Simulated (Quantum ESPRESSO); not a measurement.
**CdS (Hawleyite): zone-centre phonons and dielectric response under several settings**

```
Cd S
1.0
     0.00000    2.91650    2.91650
     2.91650    0.00000    2.91650
     2.91650    2.91650    0.00000
Cd S
1 1
Direct
  0.00000 0.00000 0.00000
  0.75000 0.75000 0.75000
```

All runs used Quantum ESPRESSO 7.5; potentials GBRV 1.5 PBE; k mesh 6 × 6 × 6, shifted; no spin polarisation; cutoff 612 eV; occupations smeared at first, fixed for the response.

```csv
level,geometry,volume (Å³/atom),pressure (GPa),lowest optical mode without the field (cm⁻¹),highest mode with the field (cm⁻¹),ε∞ (mean),ε0 (mean),Born charge of atom 1 (e)
PBE,relaxed at 0 GPa,?,0.0,?,?,?,?,?
PBE,relaxed at 10 GPa,22.76,10.2,276,327,6.10,8.5,2.08
PBE,relaxed at 25 GPa,20.10,25.7,337,378,6.14,7.7,1.91
PBE,relaxed at 50 GPa,17.69,51.0,406,437,6.35,7.4,1.73
PBE,relaxed at 80 GPa,15.98,81.0,467,491,6.63,7.3,1.57
```

**Question.** What stands in the row left open?

**Answer.** Volume 26.15 Å³/atom; lowest optical mode without the field 216 cm⁻¹; highest mode with the field 277 cm⁻¹; ε∞ 6.27; ε0 10.3; Born charge of atom 1 2.24 e.

Caveats: the cell is more than 3 GPa from zero pressure, which shifts response properties (some runs); the volume moved by over 15 % at a fixed basis, so the end points are rough (some runs).
